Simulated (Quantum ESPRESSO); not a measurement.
# Ta (Im-3m) in Quantum ESPRESSO: notebook, part 4 of 5

Quantum ESPRESSO 7.5. Earlier steps stand in the parts before.

## (5) Phonons, PBEsol

Contents of pw.in:

```
&CONTROL
  calculation = 'scf'
  prefix = 'pwscf'
  outdir = './tmp'
  pseudo_dir = './pseudo'
  tprnfor = .true.
  tstress = .true.
  disk_io = 'low'
/
&SYSTEM
  ibrav = 0
  A = 2.86010086
  nat = 1
  ntyp = 1
  ecutwfc = 58
  nbnd = 12
  occupations = 'smearing'
  smearing = 'mv'
  degauss = 0.01469973
/
&ELECTRONS
  conv_thr = 2d-10
  electron_maxstep = 120
  mixing_beta = 0.5
/
ATOMIC_SPECIES
Ta   180.9479 Ta.upf
CELL_PARAMETERS alat
  -0.5773502687    0.5773502687    0.5773502687
   0.5773502687   -0.5773502687    0.5773502687
   0.5773502687    0.5773502687   -0.5773502687
ATOMIC_POSITIONS alat
Ta     0.0000000000    0.0000000000    0.0000000000
K_POINTS automatic
11 11 11 0 0 0
```

Contents of relax.in:

```
&CONTROL
  calculation = 'vc-relax'
  prefix = 'pwscf'
  outdir = './tmp'
  pseudo_dir = './pseudo'
  tprnfor = .true.
  tstress = .true.
  disk_io = 'low'
  nstep = 40
  forc_conv_thr = 0.0001
  etot_conv_thr = 1d-06
/
&SYSTEM
  ibrav = 0
  A = 2.86010086
  nat = 1
  ntyp = 1
  ecutwfc = 58
  nbnd = 12
  occupations = 'smearing'
  smearing = 'mv'
  degauss = 0.01469973
/
&ELECTRONS
  conv_thr = 2d-10
  electron_maxstep = 120
  mixing_beta = 0.5
/
&IONS
  ion_dynamics = 'bfgs'
/
&CELL
  cell_dynamics = 'bfgs'
  press = 0
  press_conv_thr = 0.2
/
ATOMIC_SPECIES
Ta   180.9479 Ta.upf
CELL_PARAMETERS alat
  -0.5773502687    0.5773502687    0.5773502687
   0.5773502687   -0.5773502687    0.5773502687
   0.5773502687    0.5773502687   -0.5773502687
ATOMIC_POSITIONS alat
Ta     0.0000000000    0.0000000000    0.0000000000
K_POINTS automatic
11 11 11 0 0 0
```

Contents of scf2.in:

```
&CONTROL
  calculation = 'scf'
  prefix = 'pwscf'
  outdir = './tmp'
  pseudo_dir = './pseudo'
  tprnfor = .true.
  tstress = .true.
  disk_io = 'low'
/
&SYSTEM
  ibrav = 0
  A = 2.83989766
  nat = 1
  ntyp = 1
  ecutwfc = 58
  nbnd = 12
  occupations = 'smearing'
  smearing = 'mv'
  degauss = 0.01469973
/
&ELECTRONS
  conv_thr = 1d-13
  electron_maxstep = 120
  mixing_beta = 0.5
  startingpot = 'file'
  startingwfc = 'file'
/
ATOMIC_SPECIES
Ta   180.9479 Ta.upf
CELL_PARAMETERS alat
  -0.5773502688    0.5773502688    0.5773502688
   0.5773502688   -0.5773502688    0.5773502688
   0.5773502688    0.5773502688   -0.5773502688
ATOMIC_POSITIONS alat
Ta     0.0000000000    0.0000000000    0.0000000000
K_POINTS automatic
11 11 11 0 0 0
```

Contents of ph.in:

```
phonons of Ta
&INPUTPH
  prefix = 'pwscf'
  outdir = './tmp'
  tr2_ph = 1d-18
  fildyn = 'dyn'
  niter_ph = 90
  alpha_mix(1) = 0.4
/
0.0000000000 0.8660254038 0.0000000000
```

Potentials or basis: PseudoDojo 0.4.1 SR PBEsol standard.

Command:

```
OMP_NUM_THREADS=1 pw.x -in pw.in > pw.out
OMP_NUM_THREADS=1 pw.x -in relax.in > relax.out
OMP_NUM_THREADS=1 pw.x -in scf2.in > scf2.out
OMP_NUM_THREADS=1 ph.x -in ph.in > ph.out
```

pw.out:

```text
This program is part of the open-source Quantum ESPRESSO suite
     for quantum simulation of materials; please cite
[... 9 lines left out ...]
     --------------------
     sticks:   dense  smooth     PW     G-vecs:    dense   smooth      PW
     Sum         507     507    169                 7155     7155    1409

     Using Slab Decomposition

     bravais-lattice index     =            0
     lattice parameter (alat)  =       5.4048  a.u.
     unit-cell volume          =     121.5399 (a.u.)^3
     number of atoms/cell      =            1
     number of atomic types    =            1
     number of electrons       =        13.00
     number of Kohn-Sham states=           12
     kinetic-energy cutoff     =      58.0000  Ry
     charge density cutoff     =     232.0000  Ry
     scf convergence threshold =      2.0E-10
     mixing beta               =       0.5000
     number of iterations used =            8  plain     mixing
     Exchange-correlation= PBESOL
                           (   1   4  10   8   0   0   0)

     celldm(1)=   5.404807  celldm(2)=   0.000000  celldm(3)=   0.000000
     celldm(4)=   0.000000  celldm(5)=   0.000000  celldm(6)=   0.000000

     crystal axes: (cart. coord. in units of alat)
               a(1) = (  -0.577350   0.577350   0.577350 )
               a(2) = (   0.577350  -0.577350   0.577350 )
               a(3) = (   0.577350   0.577350  -0.577350 )

     reciprocal axes: (cart. coord. in units 2 pi/alat)
               b(1) = (  0.000000  0.866025  0.866025 )
               b(2) = (  0.866025  0.000000  0.866025 )
               b(3) = (  0.866025  0.866025  0.000000 )

     PseudoPot. # 1 for Ta read from file:
     Ta.upf
     Pseudo is Norm-conserving + core correction, Zval = 13.0
     Generated using ONCVPSP code by D. R. Hamann
     Using radial grid of 1432 points,  8 beta functions with:
                l(1) =   0
                l(2) =   0
                l(3) =   1
                l(4) =   1
                l(5) =   2
                l(6) =   2
                l(7) =   3
                l(8) =   3

     atomic species   valence    mass     pseudopotential
     Ta               13.00   180.94790     Ta( 1.00)

     48 Sym. Ops., with inversion, found

   Cartesian axes

     site n.     atom                  positions (alat units)
         1        Ta     tau(   1) = (   0.0000000   0.0000000   0.0000000  )

     number of k points=    56  Marzari-Vanderbilt smearing, width (Ry)=  0.0147
                       cart. coord. in units 2pi/alat
        k(    1) = (   0.0000000   0.0000000   0.0000000), wk =   0.0015026
        k(    2) = (   0.0787296   0.0787296   0.0000000), wk =   0.0180316
        k(    3) = (   0.1574592   0.1574592   0.0000000), wk =   0.0180316
        k(    4) = (   0.2361887   0.2361887   0.0000000), wk =   0.0180316
        k(    5) = (   0.3149183   0.3149183   0.0000000), wk =   0.0180316
        k(    6) = (   0.3936479   0.3936479   0.0000000), wk =   0.0180316
[... 48 lines left out ...]
        k(   55) = (  -0.7872958  -0.0787296  -0.0787296), wk =   0.0120210
        k(   56) = (  -0.0000000  -0.0000000   0.7872958), wk =   0.0090158

     Dense  grid:     7155 G-vectors     FFT dimensions: (  27,  27,  27)

     Initial potential from superposition of free atoms

     starting charge      12.9992, renormalised to      13.0000
     Starting wfcs are   10 randomized atomic wfcs +    2 random wfcs

     Self-consistent Calculation

     iteration #  1     ecut=    58.00 Ry     beta= 0.50
     Davidson diagonalization with overlap
     ethr =  1.00E-02,  avg # of iterations =  3.5

     Threshold (ethr) on eigenvalues was too large:
     Diagonalizing with lowered threshold

     Davidson diagonalization with overlap
     ethr =  1.76E-04,  avg # of iterations =  2.3

     total energy              =    -130.16080949 Ry
     estimated scf accuracy    <       0.02387419 Ry

     iteration #  2     ecut=    58.00 Ry     beta= 0.50
     Davidson diagonalization with overlap
     ethr =  1.84E-04,  avg # of iterations =  1.9

     total energy              =    -130.16283195 Ry
     estimated scf accuracy    <       0.00163787 Ry

     iteration #  3     ecut=    58.00 Ry     beta= 0.50
     Davidson diagonalization with overlap
     ethr =  1.26E-05,  avg # of iterations =  2.4

     total energy              =    -130.16301007 Ry
     estimated scf accuracy    <       0.00011570 Ry
[... 12 lines left out ...]
     total energy              =    -130.16301447 Ry
     estimated scf accuracy    <       0.00000011 Ry

     iteration #  6     ecut=    58.00 Ry     beta= 0.50
     Davidson diagonalization with overlap
     ethr =  8.71E-10,  avg # of iterations =  2.0

     total energy              =    -130.16301449 Ry
     estimated scf accuracy    <          4.8E-10 Ry

     iteration #  7     ecut=    58.00 Ry     beta= 0.50
     Davidson diagonalization with overlap
     ethr =  3.71E-12,  avg # of iterations =  2.1

     End of self-consistent calculation

          k = 0.0000 0.0000 0.0000 (   935 PWs)   bands (ev):

   -48.8240 -14.7318 -14.7318 -14.7318  10.3655  19.0064  19.0064  19.0064
    22.2787  22.2787  32.8988  32.8988

          k = 0.0787 0.0787 0.0000 (   933 PWs)   bands (ev):

   -48.8149 -14.8332 -14.7631 -14.7323  10.7303  18.7727  18.9266  19.3672
    21.9298  22.2810  33.2150  33.5292

          k = 0.1575 0.1575 0.0000 (   921 PWs)   bands (ev):

   -48.7903 -15.0979 -14.8463 -14.7338  11.7183  18.2073  18.5492  20.4196
    21.5785  22.3360  33.6612  35.3993

          k = 0.2362 0.2362 0.0000 (   905 PWs)   bands (ev):

   -48.7580 -15.4302 -14.9532 -14.7359  12.9528  17.5676  18.1325  21.7801
    22.0641  22.5245  32.8237  34.3285
[... 248 lines left out ...]
   -48.6388 -15.6050 -15.4730 -15.4244  14.9707  15.1163  22.0054  22.0243
    24.9394  25.8349  29.4048  30.2023

          k =-0.7873-0.0787-0.0787 (   889 PWs)   bands (ev):

   -48.6321 -15.5666 -15.5666 -15.4359  14.8360  14.8360  21.9851  24.1864
    24.1864  28.0616  28.0616  28.2119

          k =-0.0000-0.0000 0.7873 (   880 PWs)   bands (ev):

   -48.6256 -15.5557 -15.5378 -15.5378  14.5782  14.6213  24.1072  24.1072
    24.9340  26.2685  28.0978  28.0978

     the Fermi energy is    18.2642 ev

!    total energy              =    -130.16301449 Ry
     estimated scf accuracy    <          2.0E-11 Ry
     smearing contrib. (-TS)   =       0.00051677 Ry
     internal energy E=F+TS    =    -130.16353126 Ry

     The total energy is F=E-TS. E is the sum of the following terms:
     one-electron contribution =     -16.85924001 Ry
     hartree contribution      =      14.64881678 Ry
     xc contribution           =     -29.40528456 Ry
     ewald contribution        =     -98.54782347 Ry

     convergence has been achieved in   7 iterations

     Forces acting on atoms (cartesian axes, Ry/au):

     atom    1 type  1   force =     0.00000000    0.00000000    0.00000000

     Total force =     0.000000     Total SCF correction =     0.000000

     Computing stress (Cartesian axis) and pressure

          total   stress  (Ry/bohr**3)                   (kbar)     P=      -43.08
  -0.00029283  -0.00000000  -0.00000000          -43.08       -0.00       -0.00
  -0.00000000  -0.00029283  -0.00000000           -0.00      -43.08       -0.00
  -0.00000000  -0.00000000  -0.00029283           -0.00       -0.00      -43.08

=------------------------------------------------------------------------------=
   JOB DONE.
=------------------------------------------------------------------------------=
```

relax.out:

```text
This program is part of the open-source Quantum ESPRESSO suite
     for quantum simulation of materials; please cite
[... 9 lines left out ...]
     --------------------
     sticks:   dense  smooth     PW     G-vecs:    dense   smooth      PW
     Sum         507     507    169                 7155     7155    1409
[... 1748 lines left out ...]
  -0.00000061  -0.00000000  -0.00000000           -0.09       -0.00       -0.00
  -0.00000000  -0.00000061  -0.00000000           -0.00       -0.09       -0.00
  -0.00000000  -0.00000000  -0.00000061           -0.00       -0.00       -0.09

=------------------------------------------------------------------------------=
   JOB DONE.
=------------------------------------------------------------------------------=
```

Wall time 2.2 min (1 thread of Intel Xeon at 2.50GHz (Skylake/Cascade Lake), shared host); peak memory 0.09 GiB.

What came out:

```yaml
Free_energy: -1770.9632 eV
Relaxed_volume: 17.63 Å³/atom
Relaxed_cell: a = 2.840 Å, b = 2.840 Å, c = 2.840 Å, α = 109.47°, β = 109.47°, γ = 109.47°
Space_group_after_relaxing_to_0.05_Å: Im-3m (No. 229)
Pressure_after_relaxing: 0.0 GPa
Band_gap_on_the_k_mesh: none (metal or under the smearing width)
Highest_phonon_frequency_at_the_q_point_run: 147 cm⁻¹
```

The path:
```tsv
step	energy change (eV)	largest force (eV/Å)	pressure (GPa)	volume (Å³)
1	0.0000	0.0000	-4.31	18.01
2	-0.0052	0.0000	0.16	17.62
3	-0.0052	0.0000	-0.01	17.63
```

Final structure:
```yaml
crystal:
  lattice:
    - [-1.63962, 1.63962, 1.63962]
    - [1.63962, -1.63962, 1.63962]
    - [1.63962, 1.63962, -1.63962]
  atoms:
    - { symbol: Ta, position: [0.00000, 0.00000, 0.00000] }
```

Levels at points of the mesh, in eV from the Fermi level:
```tsv
k point	band 4	band 5	band 6	band 7	band 8	band 9
(0.00, 0.00, 0.00)	-32.91	-7.98	0.74	0.74	0.74	4.09
```

Phonon frequencies in cm⁻¹ (negative: imaginary):
```tsv
q point	frequencies
(0.500, -0.500, 0.500)	147 147 147
```

Phonon modes at q = (0.500, -0.500, 0.500) in reciprocal lattice units:
| mode | symmetry | cm⁻¹ |
| --- | --- | --- |
| 1 | T_1u | 147 |
| 2 | T_1u | 147 |
| 3 | T_1u | 147 |

Caveat: the q point doesn't lie on the k mesh, which can shift a metal's frequencies strongly unless the mesh is converged.

(Continued in part 5 of 5.)
